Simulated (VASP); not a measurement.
Runs of VASP 6.6.1 on ZnS. The structure is cubic, space group F-43m (No. 216). The conventional cell has a = 5.447 Å, b = 5.447 Å, c = 5.447 Å, α = 90.00°, β = 90.00°, γ = 90.00°. Zn (site symmetry -43m) is surrounded by 4 S at 2.36 Å. S (site symmetry -43m) is surrounded by 4 Zn at 2.36 Å. 

```csv
task,cell,gap on the mesh (eV),pressure (GPa)
relaxation of the atoms,atoms relaxed from: a relaxed cell with its volume scaled by 1.04,1.84,-2.5
relaxation of the atoms,atoms relaxed from: a relaxed cell with its volume scaled by 0.98,(a),1.5
relaxation of cell and atoms,relaxed,2.01,0.0
relaxation of the atoms,atoms relaxed,2.01,0.0
relaxation of the atoms,atoms relaxed from: a relaxed cell with its volume scaled by 0.94,2.28,5.0
relaxation of the atoms,atoms relaxed from: a relaxed cell with its volume scaled by 1.02,1.93,-1.2
relaxation of the atoms,atoms relaxed from: a relaxed cell with its volume scaled by 0.96,2.19,3.1
relaxation of the atoms,atoms relaxed from: a relaxed cell with its volume scaled by 1.06,(b),-3.5
```

Alike in all rows: level PBE; potentials or basis VASP PAW PBE potentials, release 64 (Zn, S); no spin polarisation; k mesh 10 × 10 × 10; cutoff (eV) 600; smearing gaussian 0.03 eV.

**Question.** Estimate the missing entries.

**Answer.** (a) 2.10; (b) 1.76.

Caveats: the relaxation stopped at its first step, so nothing moved.

